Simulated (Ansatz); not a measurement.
GaP (space group R-3m) relaxed with several functionals in Ansatz (plane waves to 420 eV, scalar-relativistic PAW, no spin-orbit coupling, symmetry kept). The database cell has 21.03 Å³/atom; its temperature or method isn't stated, so the comparison with it is no error of the functional. No moments.

| functional | conventional cell | V (Å³/atom) | against the database cell (%) | gap on mesh (eV) | largest moment (μB) |
| --- | --- | --- | --- | --- | --- |
| PBE | a = 3.885 Å, b = 3.885 Å, c = 19.305 Å, α = 90.00°, β = 90.00°, γ = 120.00° | 21.02 | 0.0 | 0.80 | 0.00 |
| PBEsol | a = 3.829 Å, b = 3.829 Å, c = 19.077 Å, α = 90.00°, β = 90.00°, γ = 120.00° | 20.19 | -4.0 | 0.68 | 0.00 |
| PBE+D3(BJ) | a = 3.835 Å, b = 3.835 Å, c = 19.114 Å, α = 90.00°, β = 90.00°, γ = 120.00° | 20.29 | -3.5 | 0.77 | 0.00 |

This form isn't the usual stable structure of the compound.